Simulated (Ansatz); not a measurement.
Levels of a TaC(1 1 0) slab: a plane-wave DFT calculation with Ansatz.

Miller indices refer to the conventional cell of Fm-3m (No. 225), a = 4.440 Å, b = 4.440 Å, c = 4.440 Å, α = 90.00°, β = 90.00°, γ = 90.00°.

The slab has 7 planes, was cut to end in TaC at the top (+c) and TaC at the bottom, and its atoms stand where a relaxation without spin-orbit coupling left them. Listed are levels within 1.2 eV of the Fermi level, the 22 nearest at most. Weights are Löwdin projections on the datasets' atomic orbitals, as shares of the full norm: they are low for levels that spill into the vacuum or into shells that a dataset lacks. Two planes next to each face count as outer, 4 of 7 in all, so a level spread evenly over the slab has a weight near 0.57.

```yaml
crystal:
  lattice:
    - [3.13930, 0.00000, 0.00000]
    - [0.00000, 4.43965, 0.00000]
    - [0.00000, 0.00000, 24.41791]
  atoms:
    - { symbol: Ta, position: [0.50000, 0.50000, 0.31451] }
    - { symbol: C, position: [0.50000, 0.00000, 0.30655] }
    - { symbol: Ta, position: [0.00000, 0.00000, 0.36865] }
    - { symbol: C, position: [0.00000, 0.50000, 0.37073] }
    - { symbol: Ta, position: [0.50000, 0.50000, 0.43495] }
    - { symbol: C, position: [0.50000, 0.00000, 0.43603] }
    - { symbol: Ta, position: [0.00000, 0.00000, 0.50000] }
    - { symbol: C, position: [0.00000, 0.50000, 0.50000] }
    - { symbol: Ta, position: [0.50000, 0.50000, 0.56505] }
    - { symbol: C, position: [0.50000, 0.00000, 0.56397] }
    - { symbol: Ta, position: [0.00000, 0.00000, 0.63135] }
    - { symbol: C, position: [0.00000, 0.50000, 0.62927] }
    - { symbol: Ta, position: [0.50000, 0.50000, 0.68549] }
    - { symbol: C, position: [0.50000, 0.00000, 0.69345] }
```

The calculation used Ansatz 0.2.0, DFT PBEsol, scalar-relativistic, plane waves, PAW.

Cutoff 420 eV; k points 11×8×1 on the computed 14-atom cell (Γ-centred); Gaussian smearing, width 0.10 eV; no spin polarisation. The cell repeats along c with a dipole correction in the vacuum.

Command
```bash
ansatz run input.yaml --threads 2 --pin off --max-ram 5120MiB --backend cpu --events-out ev --progress --plain --runs-dir out
```

3.3 min on 2 threads of Arm Neoverse V2, with other jobs on the host, peak memory 1.4 GiB

Levels at X (0.500, 0.000), in eV from the Fermi level, with weights (averaged over levels within 1.5 meV, which needn't be degenerate by symmetry):
```json
{"level": "-1.152", "outer two planes of both faces": "0.50"}
{"level": "-1.133", "outer two planes of both faces": "0.94"}
{"level": "-1.084", "outer two planes of both faces": "0.90"}
{"level": "-0.519", "outer two planes of both faces": "0.84"}
{"level": "-0.408", "outer two planes of both faces": "0.90"}
{"level": "-0.025", "outer two planes of both faces": "0.58"}
{"level": "0.577", "outer two planes of both faces": "0.48"}
{"level": "1.180", "outer two planes of both faces": "0.88"}
```

Levels at Γ (0.000, 0.000), in eV from the Fermi level, with weights (averaged over levels within 1.5 meV, which needn't be degenerate by symmetry):
| level | outer two planes of both faces |
| --- | --- |
| -1.046 | 0.34 |
| -0.980 | 0.68 |
| -0.917 | 0.66 |
| -0.591 | 0.76 |
| -0.246 | 0.70 |
| -0.138 | 0.52 |
| 0.050 | 0.56 |
| 0.224 | 0.62 |
| 0.508 | 0.52 |
| 0.934 | 0.50 |

Levels at Y (0.000, 0.500), in eV from the Fermi level, with weights (averaged over levels within 1.5 meV, which needn't be degenerate by symmetry):
```csv
level,outer two planes of both faces
-0.697,0.50
-0.691,0.48
0.629,0.88
0.726,0.92
0.825,0.78
```

Levels at S (0.500, 0.500), in eV from the Fermi level, with weights (averaged over levels within 1.5 meV, which needn't be degenerate by symmetry):
| level | outer two planes of both faces |
| --- | --- |
| 0.199 | 0.86 |
| 0.220 | 0.86 |

Bands cross the Fermi level. With 7 planes the outer ones are most of the slab, so weights don't single out surface states. The work function of the top face is 4.17 eV. In a slab this thin the states of the two faces can couple and split. Spin-orbit coupling is left out, which matters for the bands of heavy elements.
